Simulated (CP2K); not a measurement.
Y:

```
Y
1.0
     3.64740    0.00000    0.00000
    -1.82370    3.15874    0.00000
     0.00000    0.00000    5.73060
Y
2
Direct
  0.66667 0.33333 0.75000
  0.33333 0.66667 0.25000
```

Base run:

```yaml
Program: CP2K 2026.2
Functional: PBEsol
Potentials_or_basis: POTENTIAL_UZH Y GTH-PBE-q11; TZVP-MOLOPT-PBE-GTH basis
Density_cutoff: 6123 eV
k_mesh: 8 × 8 × 5
Occupations: fermi-dirac, width 0.05 eV
Spin: no spin polarisation
```

Its results: band gap on the k mesh none (metal or under the smearing width); pressure -1.9 GPa.

Task: The run is repeated on the same cell with these changes: functional from PBEsol to PBE. What comes out?

Result: Band gap on the k mesh none (metal or under the smearing width); pressure -0.1 GPa.

PBE binds less tightly than PBEsol, so the same cell stands under more pressure.

Caveats: the basis of atomic orbitals isn't converged, which shifts pressures, moduli and gaps; the potentials were made for another functional, which shifts forces and pressure (some runs).

Not every run made on this cell is shown here.
